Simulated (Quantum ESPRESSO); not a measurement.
# PbSe (Clausthalite) (Fm-3m) in Quantum ESPRESSO: equation of state

How stiff is PbSe (Clausthalite) in PBE, and what volume does it want? The cell is scaled to several volumes.

All numbers are computed with Quantum ESPRESSO 7.5; they aren't measurements. Logs are shortened: lines on timing, memory, paths and dates and some standing lists are left out, and cuts for length are marked.

**1. The structure**

The structure is cubic, space group Fm-3m (No. 225). Conventional cell: a = 6.121 Å, b = 6.121 Å, c = 6.121 Å, α = 90.00°, β = 90.00°, γ = 90.00°. Pb (site symmetry m-3m) has 6 Se at 3.06 Å as nearest neighbours. Se (site symmetry m-3m) is surrounded by 6 Pb at 3.06 Å.

**2. Single point, PBE, 26.95 Å³/atom**

File pw.in:

```
&CONTROL
  calculation = 'scf'
  prefix = 'pwscf'
  outdir = './tmp'
  pseudo_dir = './pseudo'
  tprnfor = .true.
  tstress = .true.
  disk_io = 'nowf'
/
&SYSTEM
  ibrav = 0
  nat = 2
  ntyp = 2
  ecutwfc = 55
  ecutrho = 440
  nbnd = 16
  occupations = 'smearing'
  smearing = 'fd'
  degauss = 0.00367493
/
&ELECTRONS
  conv_thr = 4d-10
  electron_maxstep = 120
  mixing_beta = 0.5
/
ATOMIC_SPECIES
Pb   207.2000 Pb.pbe-dn-kjpaw_psl.0.2.2.UPF
Se    78.9710 Se_pbe_v1.uspp.F.UPF
CELL_PARAMETERS angstrom
   0.0000000000    2.9981702236    2.9981702236
   2.9981702236    0.0000000000    2.9981702236
   2.9981702236    2.9981702236    0.0000000000
ATOMIC_POSITIONS crystal
Pb     0.0000000000    0.0000000000    0.0000000000
Se     0.5000000000    0.5000000000    0.5000000000
K_POINTS automatic
8 8 8 0 0 0
```

Potentials or basis: SSSP 1.3 efficiency PBE.

On the command line:

```bash
> OMP_NUM_THREADS=1 pw.x -in pw.in > pw.out
```

pw.out:

```text
This program is part of the open-source Quantum ESPRESSO suite
     for quantum simulation of materials; please cite
         "P. Giannozzi et al., J. Phys.:Condens. Matter 21 395502 (2009);
         "P. Giannozzi et al., J. Phys.:Condens. Matter 29 465901 (2017);
         "P. Giannozzi et al., J. Chem. Phys. 152 154105 (2020);
     in publications or presentations arising from this work. More details at

     file Pb.pbe-dn-kjpaw_psl.0.2.2.UPF: wavefunction(s)  6S renormalized
     Message from routine setup:
     using ibrav=0 with symmetry is DISCOURAGED, use correct ibrav instead

     G-vector sticks info
     --------------------
     sticks:   dense  smooth     PW     G-vecs:    dense   smooth      PW
     Sum        1945     967    295                56833    19987    3287

     Using Slab Decomposition

     bravais-lattice index     =            0
     lattice parameter (alat)  =       8.0125  a.u.
     unit-cell volume          =     363.7437 (a.u.)^3
     number of atoms/cell      =            2
     number of atomic types    =            2
     number of electrons       =        20.00
     number of Kohn-Sham states=           16
     kinetic-energy cutoff     =      55.0000  Ry
     charge density cutoff     =     440.0000  Ry
     scf convergence threshold =      4.0E-10
     mixing beta               =       0.5000
     number of iterations used =            8  plain     mixing
     Exchange-correlation= SLA  PW   PBE  PBE
                           (   1   4   3   4   0   0   0)

     celldm(1)=   8.012539  celldm(2)=   0.000000  celldm(3)=   0.000000
     celldm(4)=   0.000000  celldm(5)=   0.000000  celldm(6)=   0.000000

     crystal axes: (cart. coord. in units of alat)
               a(1) = (   0.000000   0.707107   0.707107 )
               a(2) = (   0.707107   0.000000   0.707107 )
               a(3) = (   0.707107   0.707107   0.000000 )

     reciprocal axes: (cart. coord. in units 2 pi/alat)
               b(1) = ( -0.707107  0.707107  0.707107 )
               b(2) = (  0.707107 -0.707107  0.707107 )
               b(3) = (  0.707107  0.707107 -0.707107 )

     PseudoPot. # 1 for Pb read from file:
     Pb.pbe-dn-kjpaw_psl.0.2.2.UPF
     Pseudo is Projector augmented-wave + core cor, Zval = 14.0
     Generated using "atomic" code by A. Dal Corso  v.5.0.99 svn rev. 10869
     Shape of augmentation charge: PSQ
     Using radial grid of 1281 points,  6 beta functions with:
                l(1) =   0
                l(2) =   0
                l(3) =   1
                l(4) =   1
                l(5) =   2
                l(6) =   2
     Q(r) pseudized with 0 coefficients

     PseudoPot. # 2 for Se read from file:
     Se_pbe_v1.uspp.F.UPF
     Pseudo is Ultrasoft + core correction, Zval =  6.0
     Generated by new atomic code, or converted to UPF format
     Using radial grid of  877 points,  6 beta functions with:
                l(1) =   0
                l(2) =   0
                l(3) =   1
                l(4) =   1
                l(5) =   2
                l(6) =   2
     Q(r) pseudized with  8 coefficients,  rinner =    1.300   1.300   1.300
                                                       1.300   1.300

     atomic species   valence    mass     pseudopotential
     Pb               14.00   207.20000     Pb( 1.00)
     Se                6.00    78.97100     Se( 1.00)

     48 Sym. Ops., with inversion, found

   Cartesian axes

     site n.     atom                  positions (alat units)
         1        Pb     tau(   1) = (   0.0000000   0.0000000   0.0000000  )
         2        Se     tau(   2) = (   0.7071068   0.7071068   0.7071068  )

     number of k points=    29  Fermi-Dirac smearing, width (Ry)=  0.0037
                       cart. coord. in units 2pi/alat
        k(    1) = (   0.0000000   0.0000000   0.0000000), wk =   0.0039062
        k(    2) = (   0.0883883   0.0883883  -0.0883883), wk =   0.0312500
        k(    3) = (   0.1767767   0.1767767  -0.1767767), wk =   0.0312500
        k(    4) = (   0.2651650   0.2651650  -0.2651650), wk =   0.0312500
        k(    5) = (  -0.3535534  -0.3535534   0.3535534), wk =   0.0156250
        k(    6) = (   0.1767767   0.0000000   0.0000000), wk =   0.0234375
[... 21 lines left out ...]
        k(   28) = (  -0.7071068   0.1767767  -0.0000000), wk =   0.0468750
        k(   29) = (  -0.7071068   0.3535534   0.0000000), wk =   0.0234375

     Dense  grid:    56833 G-vectors     FFT dimensions: (  54,  54,  54)

     Smooth grid:    19987 G-vectors     FFT dimensions: (  40,  40,  40)

     Initial potential from superposition of free atoms

     starting charge      19.9976, renormalised to      20.0000
     Starting wfcs are   13 randomized atomic wfcs +    3 random wfcs

     Self-consistent Calculation

     iteration #  1     ecut=    55.00 Ry     beta= 0.50
     Davidson diagonalization with overlap
     ethr =  1.00E-02,  avg # of iterations =  5.7

     Threshold (ethr) on eigenvalues was too large:
     Diagonalizing with lowered threshold

     Davidson diagonalization with overlap
     ethr =  3.56E-04,  avg # of iterations =  4.4

     total energy              =    -914.21119295 Ry
     estimated scf accuracy    <       0.06846235 Ry
[... 78 lines left out ...]
     iteration # 13     ecut=    55.00 Ry     beta= 0.50
     Davidson diagonalization with overlap
     ethr =  3.29E-12,  avg # of iterations =  4.2

     End of self-consistent calculation

          k = 0.0000 0.0000 0.0000 (  2445 PWs)   bands (ev):

    -7.7912  -7.7912  -7.7912  -7.7898  -7.7898  -4.9771   2.9628   7.0108
     7.0108   7.0108  14.0175  14.0175  14.0175  15.5542  15.5542  15.5542
[... 93 lines left out ...]
    -7.9221  -7.7947  -7.7854  -7.7505  -7.7418  -3.3024   0.8603   4.0837
     6.0839   6.5175  12.5852  13.2660  14.7805  14.9565  19.3148  19.6919

          k =-0.7071 0.0000 0.0000 (  2498 PWs)   bands (ev):

    -7.9677  -7.8150  -7.7656  -7.7341  -7.7341  -3.2812   1.6637   3.6459
     5.5356   5.5356  12.5933  15.0248  15.0248  15.4993  20.6543  21.3032

          k = 0.3536 0.1768 0.0000 (  2518 PWs)   bands (ev):
[... 26 lines left out ...]
    -7.8913  -7.7991  -7.7754  -7.7712  -7.7437  -3.4165   0.6378   4.6681
     5.5647   8.2026  10.7662  13.2873  14.0217  16.9845  16.9999  19.9294

          k =-0.7071 0.1768-0.0000 (  2496 PWs)   bands (ev):

    -7.9450  -7.8038  -7.7766  -7.7467  -7.7341  -3.2678   1.2316   3.8659
     5.1766   6.6603  13.1005  13.1075  15.1012  15.5190  19.4226  21.0548

          k =-0.7071 0.3536 0.0000 (  2488 PWs)   bands (ev):

    -7.9183  -7.7915  -7.7760  -7.7760  -7.7341  -3.2535   0.8961   4.4574
     4.4574   8.2636  11.0029  14.1567  14.1567  17.0449  17.0449  21.3100

     the Fermi energy is     9.2688 ev

!    total energy              =    -914.23281819 Ry
     estimated scf accuracy    <          1.6E-10 Ry
     smearing contrib. (-TS)   =      -0.00007243 Ry
     internal energy E=F+TS    =    -914.23274576 Ry

     The total energy is F=E-TS. E is the sum of the following terms:
     one-electron contribution =     -33.42518218 Ry
     hartree contribution      =      31.79430702 Ry
     xc contribution           =     -74.13074359 Ry
     ewald contribution        =    -110.02688046 Ry
     one-center paw contrib.   =    -728.44424654 Ry

     convergence has been achieved in  13 iterations

     Forces acting on atoms (cartesian axes, Ry/au):

     atom    1 type  1   force =     0.00000000   -0.00000000   -0.00000000
     atom    2 type  2   force =     0.00000000   -0.00000000   -0.00000000

     Total force =     0.000000     Total SCF correction =     0.000000

     Computing stress (Cartesian axis) and pressure

          total   stress  (Ry/bohr**3)                   (kbar)     P=       63.38
   0.00043085   0.00000000   0.00000000           63.38        0.00        0.00
   0.00000000   0.00043085   0.00000000            0.00       63.38        0.00
   0.00000000   0.00000000   0.00043085            0.00        0.00       63.38

=------------------------------------------------------------------------------=
   JOB DONE.
=------------------------------------------------------------------------------=
```

It took 40 s on 1 thread of Arm Neoverse V2, shared host; peak memory 0.25 GiB.

What came out:

```
Free energy            : -12438.7712 eV
Pressure               : 6.3 GPa
Band gap on the k mesh : 0.07 eV, direct
```

Caveat: spin-orbit coupling is left out, which as a rule narrows the gap of such compounds by several tenths of an eV.

**3. Single point, PBE, 27.52 Å³/atom**

pw.in, as its differences from that of step 2:

```diff
@@ -29,5 +29,5 @@
 CELL_PARAMETERS angstrom
-   0.0000000000    2.9981702236    2.9981702236
-   2.9981702236    0.0000000000    2.9981702236
-   2.9981702236    2.9981702236    0.0000000000
+   0.0000000000    3.0192847941    3.0192847941
+   3.0192847941    0.0000000000    3.0192847941
+   3.0192847941    3.0192847941    0.0000000000
 ATOMIC_POSITIONS crystal
```

Potentials or basis: SSSP 1.3 efficiency PBE.

On the command line:

```bash
> OMP_NUM_THREADS=1 pw.x -in pw.in > pw.out
```

It took 29 s on 1 thread of Arm Neoverse V2, shared host; peak memory 0.25 GiB.

It converged, with:

```
Free energy            : -12438.8119 eV
Pressure               : 4.9 GPa
Band gap on the k mesh : 0.15 eV, direct
```

Caveat: spin-orbit coupling is left out, which as a rule narrows the gap of such compounds by several tenths of an eV.

**4. Single point, PBE, 28.10 Å³/atom**

pw.in, as its differences from that of step 3:

```diff
@@ -29,5 +29,5 @@
 CELL_PARAMETERS angstrom
-   0.0000000000    3.0192847941    3.0192847941
-   3.0192847941    0.0000000000    3.0192847941
-   3.0192847941    3.0192847941    0.0000000000
+   0.0000000000    3.0401081059    3.0401081059
+   3.0401081059    0.0000000000    3.0401081059
+   3.0401081059    3.0401081059    0.0000000000
 ATOMIC_POSITIONS crystal
```

On the command line:

```bash
> OMP_NUM_THREADS=1 pw.x -in pw.in > pw.out
```

Wall time 33 s (1 thread of Arm Neoverse V2, shared host); peak memory 0.26 GiB.

The run converged. Its results:

- Free energy: -12438.8427 eV
- Pressure: 3.6 GPa
- Band gap on the k mesh: 0.23 eV, direct

Caveat: spin-orbit coupling is left out, which as a rule narrows the gap of such compounds by several tenths of an eV.

[end of part 1 of 2]
